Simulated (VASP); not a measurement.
# A VASP 6.6.1 single-point calculation on NaI

INCAR

```
LREAL = .FALSE.
EDIFF = 1E-7
IBRION = -1
GGA = PE
ISIF = 2
PREC = Accurate
ENCUT = 520
NBANDS = 14
LWAVE = .FALSE.
SIGMA = 0.02
ISMEAR = -1
LMAXMIX = 6
LASPH = .TRUE.
LCHARG = .FALSE.
NELM = 83
NSW = 0
```

KPOINTS

```
KPOINTS created by Atomic Simulation Environment
0
Gamma
6 6 6
0 0 0
```

POSCAR

```
Na I
 1.0000000000000000
     0.0838717311000000    3.5700180101000001    3.5700180101000001
     3.5700180101000001    0.0838717311000000    3.5700180101000001
     3.5700180101000001    3.5700180101000001    0.0838717311000000
 Na  I
   1   1
Cartesian
  0.0183627528701113  0.0183627528701112  0.0183627528701112
  1.7876141849548879  1.7876141849548879  1.7876141849548879
```

The recommended PBE PAW datasets give the neutral cell 14 valence electrons.

Command

```
mpirun -np 1 vasp_std
```

OSZICAR

```
N       E                     dE             d eps       ncg     rms          rms(c)
DAV:   1     0.799183156191E+02    0.79918E+02   -0.63471E+03   902   0.867E+02
DAV:   2     0.248210568683E+01   -0.77436E+02   -0.71606E+02   938   0.205E+02
DAV:   3    -0.516743036494E+01   -0.76495E+01   -0.76031E+01  1160   0.632E+01
DAV:   4    -0.537777892640E+01   -0.21035E+00   -0.21030E+00  1132   0.107E+01
DAV:   5    -0.538282152077E+01   -0.50426E-02   -0.50425E-02  1216   0.166E+00    0.167E+00
DAV:   6    -0.528394758863E+01    0.98874E-01   -0.12872E-01   992   0.169E+00    0.113E+00
DAV:   7    -0.527598748633E+01    0.79601E-02   -0.10437E-01  1106   0.139E+00    0.703E-01
DAV:   8    -0.528530848734E+01   -0.93210E-02   -0.10821E-02   986   0.671E-01    0.228E-01
DAV:   9    -0.528511837379E+01    0.19011E-03   -0.25832E-04  1118   0.141E-01    0.720E-02
DAV:  10    -0.528546866466E+01   -0.35029E-03   -0.43370E-04  1028   0.130E-01    0.215E-02
DAV:  11    -0.528548491312E+01   -0.16248E-04   -0.36701E-05  1148   0.482E-02    0.664E-03
DAV:  12    -0.528548837976E+01   -0.34666E-05   -0.39580E-06  1052   0.119E-02    0.372E-03
DAV:  13    -0.528548887747E+01   -0.49771E-06   -0.56712E-07  1154   0.412E-03    0.565E-04
DAV:  14    -0.528548887816E+01   -0.68781E-09   -0.33370E-08  1066   0.129E-03
   1 F= -.52854889E+01 E0= -.52854889E+01  d E =-.200599E-10
```

From OUTCAR

```
k-points           NKPTS =     32   k-points in BZ     NKDIM =     32   number of bands    NBANDS=     14

   NELECT =      14.0000    total number of electrons

   dimension x,y,z NGX =    40 NGY =   40 NGZ =   40
   dimension x,y,z NGXF=    80 NGYF=   80 NGZF=   80

  energy-cutoff  :      520.00
  volume of cell :       87.79
      direct lattice vectors                 reciprocal lattice vectors
     0.083871731  3.570018010  3.570018010    -0.145090053  0.141759643  0.141759643
     3.570018010  0.083871731  3.570018010     0.141759643 -0.145090053  0.141759643
     3.570018010  3.570018010  0.083871731     0.141759643  0.141759643 -0.145090053

 k-points in reciprocal lattice and weights: KPOINTS created by Atomic Simulation Env
   0.00000000  0.00000000  0.00000000       0.005
   0.16666667  0.00000000  0.00000000       0.028
   0.33333333  0.00000000  0.00000000       0.028
   0.50000000 -0.00000000 -0.00000000       0.014
   0.16666667  0.16666667  0.00000000       0.028
   0.33333333  0.16666667  0.00000000       0.056
   0.50000000  0.16666667 -0.00000000       0.056
  -0.33333333  0.16666667  0.00000000       0.056
   ...

 E-fermi :  -0.5949

 k-point     1 :       0.0000    0.0000    0.0000
  band No.  band energies     occupation
      1     -23.1146      2.00000
      2     -23.1146      2.00000
      3     -23.1120      2.00000
      4     -11.4939      2.00000
      5      -1.1124      2.00000
      6      -1.0069      2.00000
      7      -1.0069      2.00000
      8       2.7940      0.00000
      9       6.6769      0.00000
     10       6.9823      0.00000
     11       6.9823      0.00000
     12       8.6580      0.00000
     13       8.6580      0.00000
     14       9.9797      0.00000

 k-point     2 :       0.1667    0.0000    0.0000
  band No.  band energies     occupation
      1     -23.1153      2.00000
      2     -23.1147      2.00000
      3     -23.1122      2.00000
      4     -11.4597      2.00000
      5      -1.4219      2.00000
      6      -1.1322      2.00000
      7      -1.0487      2.00000
      8       3.3831      0.00000
      9       6.5640      0.00000
     10       6.8798      0.00000
     11       7.1326      0.00000
     12       8.1828      0.00000
     13       8.2904      0.00000
     14       9.7538      0.00000

 k-point     3 :       0.3333    0.0000    0.0000
  band No.  band energies     occupation
      1     -23.1166      2.00000
      2     -23.1149      2.00000
      3     -23.1124      2.00000
      4     -11.3897      2.00000
      5      -2.0339      2.00000
      6      -1.1957      2.00000
      7      -1.1286      2.00000
      8       4.1993      0.00000
      9       6.4713      0.00000
     10       6.7007      0.00000
     11       6.8884      0.00000
     12       8.7414      0.00000
     13       9.0153      0.00000
     14       9.1911      0.00000

 k-point     4 :       0.5000   -0.0000   -0.0000
  band No.  band energies     occupation
      1     -23.1173      2.00000
      2     -23.1150      2.00000
      3     -23.1125      2.00000
      4     -11.3537      2.00000
      5      -2.2881      2.00000
      6      -1.2254      2.00000
      7      -1.1669      2.00000
      8       4.3745      0.00000
      9       6.4972      0.00000
     10       6.6925      0.00000
     11       6.7475      0.00000
     12       9.5360      0.00000
     13      10.0306      0.00000
     14      10.4439      0.00000

 ...

  Total        0.2960799      0.2960799      0.2960799     -0.0429394     -0.0429394     -0.0429394
  in kB        5.4032624      5.4032624      5.4032624     -0.7836150     -0.7836150     -0.7836150
  external PRESSURE =       5.4032624 kB  Pullay stress =       0.0000000 kB

 POSITION                                       TOTAL-FORCE (eV/Angst)
 -----------------------------------------------------------------------------------
      0.01836      0.01836      0.01836         0.003923      0.003923      0.003923
      1.78761      1.78761      1.78761        -0.003923     -0.003923     -0.003923
 -----------------------------------------------------------------------------------
    total drift:                               -0.000307     -0.000307     -0.000307

  FREE ENERGIE OF THE ION-ELECTRON SYSTEM (eV)
  ---------------------------------------------------
  free  energy   TOTEN  =        -5.2854888782 eV

  energy  without entropy=       -5.2854888781  energy(sigma->0) =       -5.28548888
```

It converged. Results: gap between bands v and c on the k mesh 3.80 eV; least direct gap on the k mesh 3.80 eV; pressure 0.5 GPa. Band v is the last that the valence electrons fill when counted band by band, and c is the next.

For comparison, a separate PBE run of the intended cell, on usual settings and not on those above, gives a gap of 3.80 eV on its mesh and a pressure of 0.5 GPa.

The run above took about 49 s on one core of a shared host (Intel Xeon Platinum 8488C) and held 0.24 GiB at most.
